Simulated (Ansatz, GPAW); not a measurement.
This is a calculation of Rh (Rhodium) for GPAW 26.7.0 (ASE script). 

run.py

```python
from ase.dft.bandgap import bandgap
from ase.io import read, write
from ase.units import GPa
from gpaw import GPAW, PW

atoms = read('POSCAR')

calc = GPAW(mode=PW(600),
            xc='PBE',
            kpts={'size': (12, 12, 12), 'gamma': True},
            occupations={'name': 'methfessel-paxton', 'order': 0, 'width': 0.013000000000000001},
            nbands=16,
            convergence={'density': 1e-05, 'energy': 1e-05},
            maxiter=150,
            txt='gpaw.txt')
atoms.calc = calc
energy = atoms.get_potential_energy()
forces = atoms.get_forces()
stress = atoms.get_stress()
calc.write('gs.gpw')
write('result.traj', atoms)
print(f'Energy: {energy:.6f} eV')
print('Forces (eV/A):')
print(forces.round(4))
print('Stress (GPa):', (stress / GPa).round(3))
print('Fermi level:', round(calc.get_fermi_level(), 4), 'eV')
print(f'Gap: {bandgap(calc)[0]:.4f} eV, direct: {bandgap(calc, direct=True)[0]:.4f} eV')
```

File POSCAR:

```
Rh
1.0
    0.0000000000      1.8978500000      1.8978500000
    1.8978500000      0.0000000000      1.8978500000
    1.8978500000      1.8978500000      0.0000000000
Rh
1
Direct
    0.0000000000      0.0000000000      0.0000000000
```

Potentials or basis: GPAW PAW data sets (gpaw-data 1.2.1), pw.

Run with:

```sh
$ OMP_NUM_THREADS=1 python run.py
```

Q: What does the same run look like in Ansatz 0.2.0? Potentials or basis there: all-electron LAPW, scalar-relativistic.

A: As run (cutoffs and basis follow the program's own potentials, and thresholds, step limits or extra output files can differ):

File input.yaml:

```yaml
crystal:
  lattice:
    - [0.0, 1.89785, 1.89785]
    - [1.89785, 0.0, 1.89785]
    - [1.89785, 1.89785, 0.0]
  atoms:
    - { symbol: Rh, position: [0.0, 0.0, 0.0] }
kpoints:
  mp_grid: { grid: [12, 12, 12] }
scf:
  occupations: { method: gaussian, width: 0.013 }
hamiltonian:
  xc: pbe
  pseudopotentials: { kind: all_electron, lapw: { basis_error: 0.001 } }
output:
  forces: true
  stress: true
  eigenvalues: true
```

Potentials or basis: all-electron LAPW, scalar-relativistic.

Command:

```sh
$ ansatz run input.yaml --threads 1 --pin off --max-ram 3072MiB --backend cpu --events-out ev --progress --plain --runs-dir out
```

Both were run:

|  | GPAW | Ansatz |
| --- | --- | --- |
| Pressure | 9.2 GPa | 7.2 GPa |

Where Ansatz's input types no cutoff or centring, it takes its own default and a Γ-centred mesh.

The two runs disagree by more than potentials and bases usually give (in gap, levels, pressure or energy); the cause wasn't traced.

Pressure is positive in compression.
